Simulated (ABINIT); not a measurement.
Input of an ABINIT 10.8.3 (patched build) run:

File run.abi:

```
# Pseudopotentials
pp_dirpath "./"
pseudos "40_Zr_12_2.0_2.5_pbe_n_v1.0.psp8, 16_S_6_1.8_1.9_pbe_n_v1.0.psp8"

# Structure
acell 6.9757020403 6.9757020403 11.4159810467
rprim
     1.0000000000     0.0000000000     0.0000000000
    -0.5000000000     0.8660254038     0.0000000000
     0.0000000000     0.0000000000     1.0000000000
ntypat 2
znucl 40 16
natom 3
typat 1 2 2
xred
     0.0000000000     0.0000000000     0.0000000000
     0.3333333333     0.6666666667     0.2379099700
     0.6666666667     0.3333333333     0.7620900300

# Plane-wave basis
ecut 18.0

# k points
kptopt 1
ngkpt 6 6 4
nshiftk 1
shiftk 0.0 0.0 0.0

# Exchange and correlation
ixc -428

# Bands and occupations
nband 14
occopt 1

# SCF cycle
nstep 60
diemac 6.0
toldfe 1.0e-7

# Output
iomode 3
prtwf 0
prtden 0
prteig 0
prtebands 0
enunit 2
```

Potentials or basis: SPMS NC PBE v1.0.

Command:

```sh
$ mpirun --bind-to none -np 8 abinit run.abi > log 2>&1
```

Task: Estimate the pressure.

Result: -0.4 GPa.

Task: Estimate the band gap on the k mesh.

Result: 1.88 eV, indirect (least direct gap 2.52 eV).

Forces in eV/Å, atoms in the order of the input:
```
Zr   0.000  0.000  0.000
S    0.000  0.000 -0.094
S    0.000  0.000  0.094
```

Caveat: Libxc's HSE differs a little from that of other programs; the potentials were made for another functional, which shifts forces and pressure; this functional lacks dispersion, which binds the layers, so the pressure and a relaxed spacing across them are unreliable.

**Measured values to compare with.**

“Stress-Tuned Optical Transitions in Layered 1T-MX2 (M= Hf, Zr, Sn; X= S, Se) Crystals”, 2022, arxiv:2210.12074 quotes, for a bulk crystal of ZrS2: band gap 1.68 eV (indirect).

Measured gap of ZrS2: 1.68 eV (indirect; quoted in “Stress-Tuned Optical Transitions in Layered 1T-MX2 (M= Hf, Zr, Sn; X= S, Se) Crystals”, 2022, arxiv:2210.12074). This calculation gives 1.88 eV (+0.20 eV). Spin-orbit coupling on Zr is left out. The value is that of HSE06 on a finite k mesh, which can miss the band edges, without temperature or zero-point motion. The cell is a database's relaxed one, not the measured one, which moves gaps too.
